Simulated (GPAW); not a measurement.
The system is LiF (Griceite).

```
CELL_PARAMETERS angstrom
0.00000 2.01400 2.01400
2.01400 0.00000 2.01400
2.01400 2.01400 0.00000
ATOMIC_POSITIONS crystal
F 0.50000 0.50000 0.50000
Li 0.00000 0.00000 0.00000
```

Base run:

| Property | Result |
| --- | --- |
| Program | GPAW 26.7.0 |
| Functional | r2SCAN |
| Potentials or basis | GPAW PAW data sets (gpaw-data 1.2.1) |
| Cutoff | 800 eV |
| Basis | pw |
| k mesh | 11 × 11 × 11 |
| Occupations | fermi-dirac, width 0.05 eV |
| Spin | no spin polarisation |

Its results: band gap on the k mesh 10.04 eV, direct.

Problem. After a change of settings the same cell gave: band gap on the k mesh 11.81 eV, indirect (least direct gap 11.82 eV). Which change was it?
A. functional from r2SCAN to PBEint; potentials or basis from GPAW PAW data sets (gpaw-data 1.2.1) to PAW data sets generated in the run's folder for this functional
B. functional from r2SCAN to TB-mBJ; potentials or basis from GPAW PAW data sets (gpaw-data 1.2.1) to GPAW PAW data sets for LDA (gpaw-data 1.2.1)
C. functional from r2SCAN to TPSS
D. functional from r2SCAN to PBE; occupations from fermi-dirac, width 0.05 eV to gaussian, width 0.05 eV

Solution. B.

Caveats: a model potential gives levels but no total energy (some runs); an odd mesh through Γ misses points on the zone boundary, where band edges often lie (some runs).

Not every run made on this cell is shown here.
